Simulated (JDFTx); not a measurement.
**Moving the choice of potentials or basis in Ag**

The cell as given:

The structure is cubic, space group Fm-3m (No. 225). The conventional cell has a = 4.085 Å, b = 4.085 Å, c = 4.085 Å, α = 90.00°, β = 90.00°, γ = 90.00°. Around Ag (site symmetry m-3m) lie 12 Ag at 2.89 Å.

Kept alike: task relaxation of cell and atoms; functional PBE; k mesh 11 × 11 × 11; occupations fermi-dirac, width 0.05 eV; no spin polarisation. Program: JDFTx. Cutoffs run from 980 to 1116 eV. The mesh is that of the run's cell of 1 atom. No spin-orbit coupling.

| choice of potentials or basis | volume (Å³/atom) |
| --- | --- |
| Ansatz-NC-SR-PBE with smoothed tails | 17.804 |
| PseudoDojo-SR-PBE-0.5-standard with smoothed tails | 17.725 |
| PseudoDojo-SR-PBE-0.5-stringent with smoothed tails | 17.725 |
| SG15-PBE-1.2 with smoothed tails | 17.793 |
| SPMS-PBE-1.0 with smoothed tails | 17.815 |

The relaxations keep at least the cell's symmetry (Fm-3m). For a metal such a mesh leaves the last digits unconverged. Relaxations stop with a little pressure left, so the last digits of a volume or edge aren't settled.

Q: What does the choice of potentials or basis change here?

A: The volume runs from 17.725 (PseudoDojo-SR-PBE-0.5-standard with smoothed tails; PseudoDojo-SR-PBE-0.5-stringent with smoothed tails) to 17.815 Å³/atom (SPMS-PBE-1.0 with smoothed tails). Measured: 17.05 Å³/atom (arxiv:1608.01376); nearest PseudoDojo-SR-PBE-0.5-standard with smoothed tails; PseudoDojo-SR-PBE-0.5-stringent with smoothed tails, 0.67 Å³/atom off. The runs are for a static lattice.
